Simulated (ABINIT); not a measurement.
# PbO2 (Fm-3m) in ABINIT: notebook

The runs below take PbO2 through single point, with HCTH407.

Everything below comes from runs of ABINIT 10.8.3 (patched build). Logs are shortened: lines on timing, memory, paths and dates and some standing lists are left out, and cuts for length are marked. The log counts tension as positive stress, the text compression.

**1. The cell of the first run**

The structure is cubic, space group Fm-3m (No. 225). Conventional cell: a = 5.256 Å, b = 5.256 Å, c = 5.256 Å, α = 90.00°, β = 90.00°, γ = 90.00°. Pb (site symmetry m-3m) has 8 O at 2.28 Å as nearest neighbours. Around O (site symmetry -43m) lie 4 Pb at 2.28 Å.

The cell comes from a database or a generator and needn't be the stable form of this composition.

**2. Single point, HCTH407 (volume scaled by 0.92)**

run.abi reads:

```
pp_dirpath "./"
pseudos "Pb.upf, O.upf"

structure "poscar:POSCAR"
natom 3
chkprim 0
chksymtnons 0
tolsym 1.0e-6

ecut 52.0

kptopt 1
ngkpt 9 9 9
nshiftk 1
shiftk 0.0 0.0 0.0

ixc 27

nband 19
occopt 1

nstep 100
tolvrs 1.0e-10
diemac 6.0

iomode 3
prtwf 0
prteig 0
prtebands 0
prtden 1
prtvha 1
prtvclmb 1
prtpot 1
prtelf 1
```

POSCAR reads:

```
PbO2
1.0
    0.0000000000      2.6279272277      2.6279272277
    2.6279272277      0.0000000000      2.6279272277
    2.6279272277      2.6279272277      0.0000000000
Pb O
1 2
Direct
    0.0000000000      0.0000000000      0.0000000000  Pb
    0.7500000000      0.7500000000      0.7500000000  O
    0.2500000000      0.2500000000      0.2500000000  O
```

Potentials or basis: PseudoDojo NC SR PBE v0.4 stringent.

Started as:

```bash
abinit run.abi > log 2>&1
```

run.abo:

```text
.Version 10.8.3 of ABINIT
 Symmetries : space group Fm -3 m (#225); Bravais cF (face-center cubic)
================================================================================
 Values of the parameters that define the memory need of the present run
     intxc =       0    ionmov =       0      iscf =       7    lmnmax =       7
     lnmax =       7     mgfft =      48  mpssoang =       4    mqgrid =    3001
     natom =       3  nloc_mem =       1    nspden =       1   nspinor =       1
    nsppol =       1      nsym =      48    n1xccc =    2501    ntypat =       2
    occopt =       1   xclevel =       2
       mpw =        4413          nfft =      110592          nkpt =          35
================================================================================
================================================================================

--------------------------------------------------------------------------------
------------- Echo of variables that govern the present computation ------------
--------------------------------------------------------------------------------
 -outvars: echo values of preprocessed input variables --------
            acell      1.0000000000E+00  1.0000000000E+00  1.0000000000E+00 Bohr
              amu      2.07200000E+02  1.59994000E+01
          chkprim           0
      chksymtnons           0
           diemac      6.00000000E+00
             ecut      5.20000000E+01 Hartree
              ixc          27
         kptrlatt        9    0    0      0    9    0      0    0    9
          kptrlen      6.32076595E+01
            natom           3
            nband          19
            ngfft          48      48      48
             nkpt          35
            nstep         100
             nsym          48
           ntypat           2
        prtebands           0
           prteig           0
           prtelf           1
           prtpot           1
         prtvclmb           1
           prtvha           1
            prtwf           0
            rprim      0.0000000000E+00  4.9660627392E+00  4.9660627392E+00
                       4.9660627392E+00  0.0000000000E+00  4.9660627392E+00
                       4.9660627392E+00  4.9660627392E+00  0.0000000000E+00
          spgroup         225
           tolsym      1.00000000E-06
           tolvrs      1.00000000E-10
            typat      1  2  2
           xangst      0.0000000000E+00  0.0000000000E+00  0.0000000000E+00
                       3.9418908415E+00  3.9418908415E+00  3.9418908415E+00
                       1.3139636138E+00  1.3139636138E+00  1.3139636138E+00
            xcart      0.0000000000E+00  0.0000000000E+00  0.0000000000E+00
                       7.4490941088E+00  7.4490941088E+00  7.4490941088E+00
                       2.4830313696E+00  2.4830313696E+00  2.4830313696E+00
             xred      0.0000000000E+00  0.0000000000E+00  0.0000000000E+00
                       7.5000000000E-01  7.5000000000E-01  7.5000000000E-01
                       2.5000000000E-01  2.5000000000E-01  2.5000000000E-01
            znucl       82.00000    8.00000

================================================================================

 chkinp: Checking input parameters for consistency.

================================================================================
== DATASET  1 ==================================================================

--- !DatasetInfo
iteration_state: {dtset: 1, }
dimensions: {natom: 3, nkpt: 35, mband: 19, nsppol: 1, nspinor: 1, nspden: 1, mpw: 4413, }
cutoff_energies: {ecut:  52.0, pawecutdg:  -1.0, }
electrons: {nelect:   3.40000000E+01, charge:   0.00000000E+00, occopt:   1.00000000E+00, tsmear:   1.00000000E-02, }
meta: {optdriver: 0, ionmov: 0, optcell: 0, iscf: 7, paral_kgb: 0, }
...

 Exchange-correlation functional for the present dataset will be:
  GGA: HCTH407 functional - ixc=27
  A.D. Boese, and N.C. Handy, JCP 114, 5497 (2001)

 Real(R)+Recip(G) space primitive vectors, cartesian coordinates (Bohr,Bohr^-1):
 R(1)=  0.0000000  4.9660627  4.9660627  G(1)= -0.1006834  0.1006834  0.1006834
 R(2)=  4.9660627  0.0000000  4.9660627  G(2)=  0.1006834 -0.1006834  0.1006834
 R(3)=  4.9660627  4.9660627  0.0000000  G(3)=  0.1006834  0.1006834 -0.1006834
 Unit cell volume ucvol=  2.4494388E+02 bohr^3
 Angles (23,13,12)=  6.00000000E+01  6.00000000E+01  6.00000000E+01 degrees

 getcut: wavevector=  0.0000  0.0000  0.0000  ngfft=  48  48  48
         ecut(hartree)=     52.000   => boxcut(ratio)=   2.10546

--- Pseudopotential description ------------------------------------------------
- pspini: atom type   1  psp file is ./Pb.upf
12 -101130 3 -1 1692                          pspcod,pspxc,lmax,lloc,mmax
     nproj     2     2     2     1

- pspini: atom type   2  psp file is ./O.upf
12 -101130 2 -1 936                           pspcod,pspxc,lmax,lloc,mmax
     nproj     2     2     1     0

   1.34498329E+03                                ecore*ucvol(ha*bohr**3)
--------------------------------------------------------------------------------

================================================================================

--- !BeginCycle
iteration_state: {dtset: 1, }
solver: {iscf: 7, nstep: 100, nline: 4, wfoptalg: 0, }
tolerances: {tolvrs: 1.00E-10, }
...

     iter   Etot(hartree)      deltaE(h)  residm     vres2
 ETOT  1  -244.02827005277    -2.440E+02 2.824E-01 1.440E+03
 ETOT  2  -244.20233070025    -1.741E-01 1.862E-02 1.703E+03
 ETOT  3  -244.45219856737    -2.499E-01 7.001E-03 5.137E+01
 ETOT  4  -244.45452406958    -2.326E-03 7.244E-04 1.774E+01
 ETOT  5  -244.45471398978    -1.899E-04 1.011E-04 6.165E+00
 ETOT  6  -244.45489938056    -1.854E-04 3.064E-05 6.970E-01
 ETOT  7  -244.45491530124    -1.592E-05 6.902E-05 3.045E-01
 ETOT  8  -244.45491645183    -1.151E-06 1.294E-05 1.092E-01
 ETOT  9  -244.45491825909    -1.807E-06 3.603E-05 3.195E-02
 ETOT 10  -244.45491830313    -4.404E-08 6.738E-06 2.842E-03
 ETOT 11  -244.45491828694     1.619E-08 1.872E-05 3.261E-04
 ETOT 12  -244.45491830798    -2.104E-08 3.615E-06 3.340E-04
 ETOT 13  -244.45491830812    -1.403E-10 9.886E-06 9.213E-07
 ETOT 14  -244.45491830812     1.165E-12 1.963E-06 1.389E-08
 ETOT 15  -244.45491830813    -8.896E-12 5.302E-06 5.052E-10
 ETOT 16  -244.45491830811     2.015E-11 1.078E-06 2.148E-11

 At SCF step   16       vres2   =  2.15E-11 < tolvrs=  1.00E-10 =>converged.

 Compute ELF
--------------------------------------------------------------------------------

 Compute kinetic energy density

 Compute gradient of the electron density
 Electron Localization Function (ELF) [min:0;max:1]
)     Maximum=    8.5946E-01  at reduced coord.    0.8125    0.8125    0.8125
)     Minimum=    5.1450E-04  at reduced coord.    0.2500    0.2500    0.2500
   Integrated=    7.3548E+01

--------------------------------------------------------------------------------
 End of ELF section

 Cartesian components of stress tensor (hartree/bohr^3)
  sigma(1 1)= -4.29102358E-04  sigma(3 2)=  0.00000000E+00
  sigma(2 2)= -4.29102358E-04  sigma(3 1)=  0.00000000E+00
  sigma(3 3)= -4.29102358E-04  sigma(2 1)=  0.00000000E+00

--- !ResultsGS
iteration_state: {dtset: 1, }
comment   : Summary of ground state results
lattice_vectors:
- [  0.0000000,   4.9660627,   4.9660627, ]
- [  4.9660627,   0.0000000,   4.9660627, ]
- [  4.9660627,   4.9660627,   0.0000000, ]
lattice_lengths: [   7.02307,    7.02307,    7.02307, ]
lattice_angles: [ 60.000,  60.000,  60.000, ] # degrees, (23, 13, 12)
lattice_volume:   2.4494388E+02
convergence: {deltae:  2.015E-11, res2:  2.148E-11, residm:  1.078E-06, diffor: null, }
etotal    :  -2.44454918E+02
entropy   :   0.00000000E+00
fermie    :   3.10329973E-01
cartesian_stress_tensor: # hartree/bohr^3
- [ -4.29102358E-04,   0.00000000E+00,   0.00000000E+00, ]
- [  0.00000000E+00,  -4.29102358E-04,   0.00000000E+00, ]
- [  0.00000000E+00,   0.00000000E+00,  -4.29102358E-04, ]
pressure_GPa:   1.2625E+01
xred      :
- [  0.0000E+00,   0.0000E+00,   0.0000E+00, Pb]
- [  7.5000E-01,   7.5000E-01,   7.5000E-01,  O]
- [  2.5000E-01,   2.5000E-01,   2.5000E-01,  O]
cartesian_forces: # hartree/bohr
- [  4.62685239E-27,   4.62685239E-27,  -4.62685239E-27, ]
- [  4.62685239E-27,  -9.25370477E-27,  -4.62685239E-27, ]
- [ -9.25370477E-27,   4.62685239E-27,   9.25370477E-27, ]
force_length_stats: {min:   8.01394341E-27, max:   1.38805572E-26, mean:   1.10759760E-26, }
...

 Integrated electronic density in atomic spheres:
 ------------------------------------------------
 Atom  Sphere_radius  Integrated_density
    1        2.00000         17.92607669
    2        2.00000          6.18389796
    3        2.00000          6.18389796
================================================================================

 ----iterations are completed or convergence reached----

 Mean square residual over all n,k,spin=   16.256E-10; max=  10.781E-07
 reduced coordinates (array xred) for    3 atoms
       0.000000000000      0.000000000000      0.000000000000
       0.750000000000      0.750000000000      0.750000000000
       0.250000000000      0.250000000000      0.250000000000
 rms dE/dt=  4.5954E-26; max dE/dt=  6.8932E-26; dE/dt below (all hartree)
    1       0.000000000000      0.000000000000      0.000000000000
    2       0.000000000000      0.000000000000      0.000000000000
    3      -0.000000000000      0.000000000000      0.000000000000

 cartesian coordinates (angstrom) at end:
    1      0.00000000000000     0.00000000000000     0.00000000000000
    2      3.94189084155000     3.94189084155000     3.94189084155000
    3      1.31396361385000     1.31396361385000     1.31396361385000

 cartesian forces (hartree/bohr) at end:
    1      0.00000000000000     0.00000000000000    -0.00000000000000
    2      0.00000000000000    -0.00000000000000    -0.00000000000000
    3     -0.00000000000000     0.00000000000000     0.00000000000000
 frms,max,avg= 6.5433574E-27 9.2537048E-27   0.000E+00  0.000E+00  0.000E+00 h/b

 cartesian forces (eV/Angstrom) at end:
    1      0.00000000000000     0.00000000000000    -0.00000000000000
    2      0.00000000000000    -0.00000000000000    -0.00000000000000
    3     -0.00000000000000     0.00000000000000     0.00000000000000
 frms,max,avg= 3.3647297E-25 4.7584463E-25   0.000E+00  0.000E+00  0.000E+00 e/A
 length scales=  1.000000000000  1.000000000000  1.000000000000 bohr
              =  0.529177210544  0.529177210544  0.529177210544 angstroms
 Fermi (or HOMO) energy (hartree) =   0.31033   Average Vxc (hartree)=  -0.43467
 Eigenvalues (hartree) for nkpt=  35  k points:
 kpt#   1, nband= 19, wtk=  0.00137, kpt=  0.0000  0.0000  0.0000 (reduced coord)
  -4.80436   -2.65829   -2.65829   -2.65829   -0.38768   -0.28481   -0.28481   -0.28481
  -0.27426   -0.27426   -0.26803    0.23621    0.23621    0.23621    0.24144    0.26374
   0.26374    0.26374    0.59344
 prteigrs : prtvol=0 or 1, do not print more k-points.

--- !EnergyTerms
iteration_state     : {dtset: 1, }
comment             : Components of total free energy in Hartree
kinetic             :  8.24952362628680E+01
hartree             :  5.94933555825417E+01
xc                  : -4.42495324868213E+01
Ewald energy        : -1.53595838058300E+02
psp_core            :  5.49098537891639E+00
local_psp           : -2.02519644208836E+02
non_local_psp       :  8.43051922152138E+00
total_energy        : -2.44454918308109E+02
total_energy_eV     : -6.65195720181170E+03
band_energy         : -2.71408270463074E+01
...

 Cartesian components of stress tensor (hartree/bohr^3)
  sigma(1 1)= -4.29102358E-04  sigma(3 2)=  0.00000000E+00
  sigma(2 2)= -4.29102358E-04  sigma(3 1)=  0.00000000E+00
  sigma(3 3)= -4.29102358E-04  sigma(2 1)=  0.00000000E+00

-Cartesian components of stress tensor (GPa)         [Pressure=  1.2625E+01 GPa]
- sigma(1 1)= -1.26246272E+01  sigma(3 2)=  0.00000000E+00
- sigma(2 2)= -1.26246272E+01  sigma(3 1)=  0.00000000E+00
- sigma(3 3)= -1.26246272E+01  sigma(2 1)=  0.00000000E+00

== END DATASET(S) ==============================================================
================================================================================

 -outvars: echo values of variables after computation  --------
            acell      1.0000000000E+00  1.0000000000E+00  1.0000000000E+00 Bohr
           etotal     -2.4445491831E+02
            fcart      4.6268523868E-27  4.6268523868E-27 -4.6268523868E-27
                       4.6268523868E-27 -9.2537047735E-27 -4.6268523868E-27
                      -9.2537047735E-27  4.6268523868E-27  9.2537047735E-27
            rprim      0.0000000000E+00  4.9660627392E+00  4.9660627392E+00
                       4.9660627392E+00  0.0000000000E+00  4.9660627392E+00
                       4.9660627392E+00  4.9660627392E+00  0.0000000000E+00
           strten     -4.2910235769E-04 -4.2910235769E-04 -4.2910235769E-04
                       0.0000000000E+00  0.0000000000E+00  0.0000000000E+00
           xangst      0.0000000000E+00  0.0000000000E+00  0.0000000000E+00
                       3.9418908415E+00  3.9418908415E+00  3.9418908415E+00
                       1.3139636138E+00  1.3139636138E+00  1.3139636138E+00
             xred      0.0000000000E+00  0.0000000000E+00  0.0000000000E+00
                       7.5000000000E-01  7.5000000000E-01  7.5000000000E-01
                       2.5000000000E-01  2.5000000000E-01  2.5000000000E-01
 Calculation completed.
```

Wall time 1.9 min (1 thread of Intel Xeon 6975P-C (Granite Rapids), shared host); peak memory 0.13 GiB.

What came out:

```
Free energy                                           : -6651.9572 eV
Pressure                                              : 12.6 GPa
Band gap on the k mesh                                : none (metal or under the smearing width)
Valence electrons inside the program's atomic spheres : Pb 17.93; O 6.18
```

Caveat: the potentials were made for another functional, which shifts forces and pressure. Spin-orbit coupling is left out, which matters for the levels of Pb.

**3. Single point, HCTH407 (volume scaled by 0.92)**

run.py reads:

```python
import json, os
import numpy as np
from ase.units import GPa
from ase.calculators.abinit import Abinit, AbinitProfile
from ase.io import read

atoms = read('PbO2.xyz')

profile = AbinitProfile(command='abinit', pp_paths=[os.path.abspath('pseudos')])
params = dict(
    pps='upf', xc='PBE',
    chksymtnons=0,
    tolsym=1e-06,
    ecut=1414.9921,
    kptopt=1,
    ngkpt=[9, 9, 9],
    nshiftk=1,
    shiftk=[0.0, 0.0, 0.0],
    ixc=27,
    nband=19,
    occopt=1,
    nstep=100,
    tolvrs=1e-10,
    diemac=6.0,
    prtwf=0,
    prtden=0,
)

atoms.calc = Abinit(profile=profile, directory='run', **params)
energy = atoms.get_potential_energy()
forces = atoms.get_forces()
stress = atoms.get_stress()
print(f'energy {energy:.6f} eV')
print('forces (eV/A)')
print(np.round(forces, 5))
print('stress (GPa, Voigt, tension positive)', np.round(stress / GPa, 4))
json.dump(dict(energy=energy, forces=forces.tolist(), stress=stress.tolist(), cell=atoms.cell.tolist(), frac=atoms.get_scaled_positions(wrap=False).tolist()), open('results.json', 'w'))
```

PbO2.xyz reads:

```xyz
3
Lattice="0.0000000000 2.6279272277 2.6279272277 2.6279272277 0.0000000000 2.6279272277 2.6279272277 2.6279272277 0.0000000000" Properties=species:S:1:pos:R:3 pbc="T T T"
Pb     0.0000000000      0.0000000000      0.0000000000
O      3.9418908416      3.9418908416      3.9418908416
O      1.3139636138      1.3139636138      1.3139636138
```

Potentials or basis: PseudoDojo NC SR PBE v0.4 stringent.

Started as:

```bash
python run.py
```

Wall time 1.9 min (1 thread of Intel Xeon 6975P-C (Granite Rapids), shared host); peak memory 0.13 GiB.

The run converged. Its results:

| Quantity | Value |
| --- | --- |
| Free energy | -6651.9572 eV |
| Pressure | 12.6 GPa |
| Band gap on the k mesh | none (metal or under the smearing width) |
| Valence electrons inside the program's atomic spheres | Pb 17.93; O 6.18 |

Levels at points of the mesh, in eV from the Fermi level:
```csv
k point,band 13,band 14,band 15,band 16,band 17,band 18,band 19
"(0.00, 0.00, 0.00)",-2.02,-2.02,-1.87,-1.27,-1.27,-1.27,7.70
```

Caveat: the potentials were made for another functional, which shifts forces and pressure.
